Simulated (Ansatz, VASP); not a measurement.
**Al: VASP beside Ansatz**

File INCAR:

```
ALGO = Normal
EDIFF = 1E-6
ENCUT = 520
GGA = PS
ISIF = 2
ISMEAR = 0
LASPH = True
LCHARG = True
LELF = True
LREAL = False
LVHAR = True
LWAVE = False
NBANDS = 10
NELM = 100
PREC = Accurate
SIGMA = 0.15
```

The input KPOINTS:

```
k-points
0
Gamma
  21 21 10
```

The input POSCAR:

```
Al
1.0
    2.7069882758      0.0000000000      0.0000000000
   -1.3534941379      2.3443206146      0.0000000000
    0.0000000000      0.0000000000      4.8668500000
Al
2
Direct
    0.6666666667      0.3333333333      0.7500000000
    0.3333333333      0.6666666667      0.2500000000
```

Input for Ansatz:

```yaml
crystal:
  lattice:
    - [2.7069882758, 0.0, 0.0]
    - [-1.3534941379, 2.3443206146, 0.0]
    - [0.0, 0.0, 4.86685]
  atoms:
    - { symbol: Al, position: [0.6666666667, 0.3333333333, 0.75] }
    - { symbol: Al, position: [0.3333333333, 0.6666666667, 0.25] }
basis:
  ecutwfc: 420
kpoints:
  mp_grid: { grid: [21, 21, 10] }
hamiltonian:
  xc: pbesol
scf:
  occupations: { method: gaussian, width: 0.15 }
output:
  forces: true
  stress: true
  eigenvalues: true
```

Change from the starting cell: strain -0.0375 x Voigt [1, 1, 0, 0, 0, 0], atoms carried along.

Alike in both runs: task single point; functional PBEsol; k mesh 21 × 21 × 10; occupations gaussian, width 0.15 eV; no spin polarisation.

```csv
,VASP,Ansatz
version,VASP 6.6.1,Ansatz 0.2.0
potentials or method,"VASP PAW PBE potentials, release 64 (Al)","scalar-relativistic, plane waves, PAW"
plane-wave cutoff (eV),520,420
valence electrons in the cell,6,6
```

```csv
,VASP,Ansatz,Ansatz less VASP
gap on the k mesh at the Fermi level (eV),none,none,-
pressure (GPa),6.1,6.0,-0.09
largest component of the traceless stress (GPa),5.74,5.69,-0.050
```

A gap of «none» marks a metal or a gap that the smearing closes.

Caveats: the PAW data sets were made with another functional, which shifts forces and pressure a little (VASP).
